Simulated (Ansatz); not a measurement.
Crystal: CdO (Monteponite).

```
Cd O
1.0
     0.00000    2.34950    2.34950
     2.34950    0.00000    2.34950
     2.34950    2.34950    0.00000
Cd O
1 1
Direct
  0.00000 0.00000 0.00000
  0.50000 0.50000 0.50000
```

Base run:

- Program: Ansatz 0.2.0
- Functional: PBE
- Potentials or basis: Ansatz PAW
- Cutoff: 420 eV (not typed: the program's choice for these potentials)
- k mesh: 10 × 10 × 10
- Occupations: fermi-dirac, width 0.05 eV
- Spin: no spin polarisation

Its results: band gap on the k mesh none (metal or under the smearing width); pressure 6.1 GPa.

The run is repeated on the same cell with these changes: functional from PBE to LDA. What comes out?

Band gap on the k mesh none (metal or under the smearing width); pressure -6.1 GPa.

LDA binds more tightly than PBE, so the same cell stands under less pressure.

Caveats: the PAW data sets come from PBE, with cores solved anew for the run's functional, which leaves a small shift of forces and pressure (some runs).
